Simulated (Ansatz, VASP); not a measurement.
# BAs: VASP beside Ansatz, part 2 of 2

Wanted: the spread between two codes on one cell, functional and k mesh. Of the first pair: The cell is a member of a volume series, scaled by 0.985 from a relaxed one, so a pressure remains. Valence electrons are named where the data sets of a main pair hold unlike numbers.

VASP 6.6.1 and Ansatz 0.2.0.

So far. Step 6 (Ansatz: single point, LDA, volume scaled by 1.03): The run ends at a pressure of -4.93 GPa.

## 8. Differences

What differs besides the data sets and the points named for the pairs above, as far as they apply: the data sets hold 18 valence electrons in Ansatz (on its default PAW (the set named soft_2) files) and 8 in VASP. Total energies have different zeros and are not compared.

Compared:

```
                                        quantity  Ansatz   VASP  difference
                                  pressure (GPa)   -4.93  -4.12       -0.81
pressure without Ansatz's Pulay correction (GPa)   -5.05  -4.12       -0.93
                          gap on the k mesh (eV)   1.150  1.143      +0.007
```

A gap on the mesh is an upper bound, since the band edges may lie between its points. Ansatz's pressure holds a Pulay correction of 0.11 GPa; VASP's holds none.

## 9. VASP: single point, r2SCAN, volume scaled by 1.015

A single point gives forces, pressure and levels at one fixed geometry, so differences don't come from the geometry; what else differs is listed under the comparison. The cell compared in this pair holds 27.83 Å³, against 27.47 Å³ for the pair before.

The input asks for a relaxation, which ended at its first step since no free force or stress exceeded the threshold; so it serves as a single point.

Contents of INCAR:

```
SYSTEM = BAs
PREC = Accurate
ENCUT = 500
EDIFF = 1E-06
NELM = 100
ISMEAR = 0
SIGMA = 0.03
LREAL = .FALSE.
ALGO = Normal
METAGGA = R2SCAN
LASPH = .TRUE.
NBANDS = 10
LORBIT = 11
LWAVE = .FALSE.
LCHARG = .FALSE.
KPAR = 4
IBRION = 2
NSW = 30
ISIF = 4
EDIFFG = -0.01
```

Contents of POSCAR:

```
BAs
1.0
    0.0000000000      2.4051481854      2.4051481854
    2.4051481854      0.0000000000      2.4051481854
    2.4051481854      2.4051481854      0.0000000000
As B
1 1
Direct
    0.7500000000      0.7500000000      0.7500000000
    0.0000000000      0.0000000000      0.0000000000
```

Contents of KPOINTS:

```
Automatic mesh
0
Gamma
8 8 8
0 0 0
```

Potentials, in the order of the species: As and B (PBE family, release 64).

The run is started by

```console
> mpirun -np 4 vasp_std
```

Numbers of over 12 decimals in the logs are rounded to 6 here.

What it wrote:

```text
[banner, memory and clock lines left out]
running    4 mpi-ranks, on    1 nodes
[...]
|                                                                             |
|               ----> ADVICE to this user running VASP <----                  |
|                                                                             |
|     You enforced a specific xc type in the INCAR file but a different       |
|     [... a line on the potential file left out ...]
|     I HOPE YOU KNOW WHAT YOU ARE DOING!                                     |
|                                                                             |

 LDA part: xc-table for (None), standard interpolation
 POSCAR, INCAR and KPOINTS ok, starting setup
[...]
entering main loop
       N       E                     dE             d eps       ncg     rms          rms(c)
DAV:   1     0.254951910460E+01    0.25495E+01   -0.38931E+03   580   0.708E+02
DAV:   2    -0.231249515654E+02   -0.25674E+02   -0.24300E+02   836   0.109E+02
DAV:   3    -0.238242217414E+02   -0.69927E+00   -0.69834E+00   684   0.182E+01
DAV:   4    -0.238259780380E+02   -0.17563E-02   -0.17562E-02   708   0.105E+00
[...]
DAV:  10    -0.222510652393E+02   -0.55975E-04   -0.34990E-05   646   0.576E-02    0.157E-02
DAV:  11    -0.222510664146E+02   -0.11753E-05   -0.58290E-06   688   0.227E-02    0.640E-03
DAV:  12    -0.222510671116E+02   -0.69703E-06   -0.14892E-07   390   0.301E-03
   1 F= -.22251067E+02 E0= -.22251067E+02  d E =-.222511E+02
[...]
reached required accuracy - stopping structural energy minimisation
```

Parts of OUTCAR (step 9):

```text
  Total       -0.3548732     -0.3548732     -0.3548732      0.0000000     -0.0000000      0.0000000
  in kB      -20.4328206    -20.4328206    -20.4328206      0.0000000     -0.0000000      0.0000000
  external PRESSURE =     -20.4328206 kB  Pullay stress =       0.0000000 kB

 POSITION                                       TOTAL-FORCE (eV/Angst)
 -----------------------------------------------------------------------------------
      3.60772      3.60772      3.60772        -0.000000      0.000000      0.000000
      0.00000      0.00000      0.00000         0.000000     -0.000000     -0.000000
 -----------------------------------------------------------------------------------
    total drift:                                0.000000      0.000000      0.000000

  FREE ENERGIE OF THE ION-ELECTRON SYSTEM (eV)
  ---------------------------------------------------
  free  energy   TOTEN  =       -22.2510671116 eV

  energy  without entropy=      -22.2510671116  energy(sigma->0) =      -22.25106711

[... 2 parts as in an earlier step ...]

[... 2 further parts left out ...]
[key lines of the parts left out:]
E-fermi :   5.9227
```

The PAW data sets were made with PBE, which is usual practice but a small mismatch for other functionals.

## 10. Ansatz: single point, r2SCAN, volume scaled by 1.015

The same cell, functional, mesh and smearing now go to Ansatz, which takes its cutoff from its data sets.

The cell is a member of a volume series, scaled by 1.015 from a relaxed one, so a pressure remains.

Contents of input.yaml:

```yaml
crystal:
  lattice:
    - [0.0, 2.40514819, 2.40514819]
    - [2.40514819, 0.0, 2.40514819]
    - [2.40514819, 2.40514819, 0.0]
  atoms:
    - { symbol: As, position: [0.75, 0.75, 0.75] }
    - { symbol: B, position: [0.0, 0.0, 0.0] }
hamiltonian:
  xc: r2scan
  pseudopotentials: { kind: paw }
kpoints:
  mp_grid: { grid: [8, 8, 8] }
scf:
  occupations: { method: gaussian, width: 0.03 }
  n_extra_bands: 4
output:
  forces: true
  stress: true
  eigenvalues: true
```

The run is started by

```console
> ansatz run input.yaml --threads 2 --pin off --max-ram 4608MiB --backend cpu --events-out ev --progress --plain --runs-dir out
```

What it wrote:

```text
[...]
Crystal: 2 atoms, lattice volume = 27.826 Å³
Basis set: ecut = 500 eV, 725 PW (Γ), exchange–correlation on 100×100×100 points (64 copies of the dense FFT grid, shifted against one another)
Bands: 13, of which v1, the nominal top of the filled ones, is band 9 counted from 1 (8 counted from 0)
Symmetry: 24 space group operations
[...]
--- Band table (eV; the first three rows and the last of 29) ---
  k-point 0: bands = [... 5 lower, -5.2621, 10.7059, 10.7059, 10.7059, 14.1241, 14.1241, 14.1241, 15.5495]
  k-point 1: bands = [... 5 lower, -4.9978, 8.6551, 10.2489, 10.2489, 14.2853, 14.7287, 14.7287, 16.9177]
  k-point 2: bands = [... 5 lower, -4.2289, 5.5789, 9.5069, 9.5069, 13.9444, 15.5776, 15.5776, 19.0818]
  k-point 28: bands = [... 5 lower, -0.7551, 2.2008, 5.0996, 5.3957, 16.4015, 17.0526, 17.8541, 17.9842]
[key lines of the parts left out:]
SCF converged after 6 iterations
Free energy (F): -5021.336333 eV
Fermi energy:    11.406542 eV
P = ⅓ Tr σ = -2.2545 GPa (-22.545 kbar)
```

It took 2.9 s on 2 threads of Arm Neoverse N1, shared host; peak memory 0.35 GiB; 5.2 s of CPU time.

The run ends at a pressure of -2.25 GPa.

## 11. Side by side

What differs besides the data sets and the points named for the pairs above, as far as they apply: VASP keeps PBE cores, Ansatz makes them for the functional; the data sets hold 18 valence electrons in Ansatz (on its default PAW (the set named soft_2) files) and 8 in VASP. Total energies have different zeros and are not compared.

The two programs side by side:

```csv
quantity,Ansatz,VASP,difference
pressure (GPa),-2.25,-2.04,-0.21
gap on the k mesh (eV),1.402,1.402,0.000
```

A gap on the mesh is an upper bound, since the band edges may lie between its points.

## 12. What the set-up changes

Further runs change the set-up of one program: Ansatz's method, potentials or start, or VASP's data sets, cutoff or form of LDA. The table gives Ansatz less VASP for each quantity, since a change that brings one quantity closer may part another.

| run | pressure (GPa) | gap on the k mesh (eV) |
| --- | --- | --- |
| as above | -0.21 | -4.5e-4 |
| Ansatz's all-electron LAPW method | -0.16 | -8.9e-4 |

## 13. Outcome

```
difference in pressure (single point, LDA, volume scaled by 0.985)             : -1.0 GPa
difference in gap on the k mesh (single point, LDA, volume scaled by 1.03)     : 0.0070 eV
difference in pressure (single point, LDA, volume scaled by 1.03)              : -0.81 GPa
difference in gap on the k mesh (single point, r2SCAN, volume scaled by 1.015) : -4.5e-4 eV
```

**Reading.** The difference in pressure is -1.0 GPa (single point, LDA, volume scaled by 0.985), at about the 1 GPa picked in this series as the mark of a large difference. The data sets hold unlike numbers of valence electrons (18 in Ansatz and 8 in VASP), so part of the differences comes from the potentials. Single point, LDA, volume scaled by 0.985, norm-conserving potentials (cutoff 1088 eV): the difference in gap on the k mesh goes from 0.0079 to 0.019 eV. Single point, r2SCAN, volume scaled by 1.015, Ansatz's all-electron LAPW method: the difference in gap on the k mesh goes from -4.5e-4 to -8.9e-4 eV. 2 further runs of this series are not shown here. Such differences can come from data sets, numerical settings and the points named under the comparisons, not from the functional's error against experiment.

[Lines on the potential files, build, host, timing and source positions are cut from VASP's logs without a mark.]

[Logs are printed without paths, hosts, clocks, repeated set-up lines and the standing remarks that a program may print on its own settings, such as how far it seeks lower states.]

[Hosts, paths, dates, database ids (printed as entryN), source tags and the programs' standing remarks are cut or masked in the printed files.]
